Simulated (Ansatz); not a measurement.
A surface is cut from this relaxed crystal of GePt:

```cif
data_structure
_symmetry_space_group_name_H-M 'P 1'
_symmetry_Int_Tables_number 1
_cell_length_a 5.8271
_cell_length_b 3.7445
_cell_length_c 6.1905
_cell_angle_alpha 90.000
_cell_angle_beta 90.000
_cell_angle_gamma 90.000
_cell_volume 135.08
loop_
_atom_site_label
_atom_site_type_symbol
_atom_site_fract_x
_atom_site_fract_y
_atom_site_fract_z
_atom_site_occupancy
Ge1 Ge 0.81323 0.75000 0.58749 1
Ge2 Ge 0.18677 0.25000 0.41251 1
Ge3 Ge 0.68677 0.25000 0.08749 1
Ge4 Ge 0.31323 0.75000 0.91251 1
Pt1 Pt 0.00178 0.75000 0.19301 1
Pt2 Pt 0.99822 0.25000 0.80699 1
Pt3 Pt 0.49822 0.25000 0.69301 1
Pt4 Pt 0.50178 0.75000 0.30699 1
```

Miller indices refer to the conventional cell of Pnma (No. 62), a = 5.827 Å, b = 3.745 Å, c = 6.191 Å, α = 90.00°, β = 90.00°, γ = 90.00°.

The (001) slab of 16 planes, 11.3 Å thick with 15 Å of vacuum as cut; outer planes Ge (top) and Ge (bottom).

Computed with DFT PBE, scalar-relativistic, plane waves, PAW in Ansatz. Plane waves to 420 eV, a k mesh through Γ of 9×6×1 on the computed 16-atom cell and Gaussian smearing (0.10 eV); no spin polarisation. The cell repeats along c with a dipole correction in the vacuum.

The slab's inner planes relax by over 3 % too, so it holds no bulk-like region.

With the atoms at the bulk's places:

* Surface energy (mean of both faces): 1.24 J/m²
* Work function: 4.56 eV

Question: What changes when all atoms relax?

Answer: The energy falls by 0.166 J/m² a face, and the largest move is 0.24 Å.

For the relaxed slab, the surface energy (mean of both faces) is 1.08 J/m² and the work function is 4.57 eV.

```csv
plane (bottom to top),atoms,"spacing to next, bulk (Å)",relaxed (Å),change (%)
1,Ge,0.653,0.970,+48.5
2,Pt,0.706,0.381,-46.0
3,Pt,0.653,0.584,-10.5
4,Ge,1.083,1.290,+19.1
5,Ge,0.653,0.614,-6.0
6,Pt,0.706,0.689,-2.4
7,Pt,0.653,0.645,-1.3
8,Ge,1.083,1.116,+3.1
9,Ge,0.653,0.645,-1.3
10,Pt,0.706,0.689,-2.4
11,Pt,0.653,0.614,-6.0
12,Ge,1.083,1.290,+19.1
13,Ge,0.653,0.584,-10.5
14,Pt,0.706,0.381,-46.0
15,Pt,0.653,0.970,+48.5
16,Ge,,,
```

With no bulk-like middle, the error of these values can't be bounded. Other terminations of this plane can be more stable.

Spin-orbit coupling is left out, which matters for the bands of heavy elements.

γ = (E_slab − N·E_bulk)/2A = 2.935 eV / (2 × 21.82 Å²) = 67.2 meV/Å² = 1.08 J/m², with N = 16 atoms. The cut crosses 4 bonds a cell (neighbours within 10 % of the shortest distances), so each costs 0.73 eV on this count. The top two spacings change in opposite senses (+48.5 and -46.0 %).

Relaxation mainly rearranges the outer layers by sinking the second-plane Pt. Summing the spacings from the slab centre shows this Pt moving inward while the outer Ge moves slightly outward, so the +48.5 % expansion is mostly Pt receding from Ge, not Ge lifting off. The same motion helps reduce the height difference between the two outer Pt planes from 0.706 to 0.381 Å, so the pair stays buckled.

The crystal geometry suggests why. The cut severs Ge–Pt contacts, and the second-plane Pt loses a Ge neighbour on the vacuum side. It can probably compensate by strengthening its bonds to the Ge below, while the outer Ge keeps Pt neighbours in both Pt planes. The wider Ge–Ge spacing further down (+19.1 %) shows that the response involves the whole Ge–Pt–Pt–Ge unit.

Despite this rearrangement, the work function hardly changes, so the net surface dipole is almost unaltered. Ge and Pt have similar electronegativities, which probably limits the dipole carried by their displacements. The 0.73 eV per bond is an averaged cleavage cost that already includes relaxation, not the strength of an individual Ge–Pt bond.
